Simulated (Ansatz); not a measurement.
BN:

```xyz
2
Lattice="0.0000 1.8130 1.8130 1.8130 0.0000 1.8130 1.8130 1.8130 0.0000" Properties=species:S:1:pos:R:3 pbc="T T T"
N     0.9065    0.9065    0.9065
B     0.0000    0.0000    0.0000
```

The cell is a database's computed one.

Program: Ansatz 0.2.0. Alike in all runs: cell as given; k mesh 13 × 13 × 13.

Question: Order these runs on this cell by their pressure, lowest first.
A. level BLYP+D3(BJ); potentials or basis PseudoDojo standard (PBE files); spin off; cutoff (eV) 1143; smearing fermi-dirac 0.15 eV; points for each segment of the path 14
B. level PBEsol; potentials or basis JTH PAW; spin off; cutoff (eV) 1320; smearing fermi-dirac 0.05 eV; points for each segment of the path 14
C. level LDA; potentials or basis JTH PAW LDA; spin collinear, ferromagnetic start; cutoff (eV) 1350; smearing gaussian 0.05 eV

Answer: C (-14.6 GPa), B (-6.3 GPa), A (-0.6 GPa).

Caveats: the potentials were made for another functional, which shifts forces and pressure (some runs).

Not every run made on this cell is shown here.
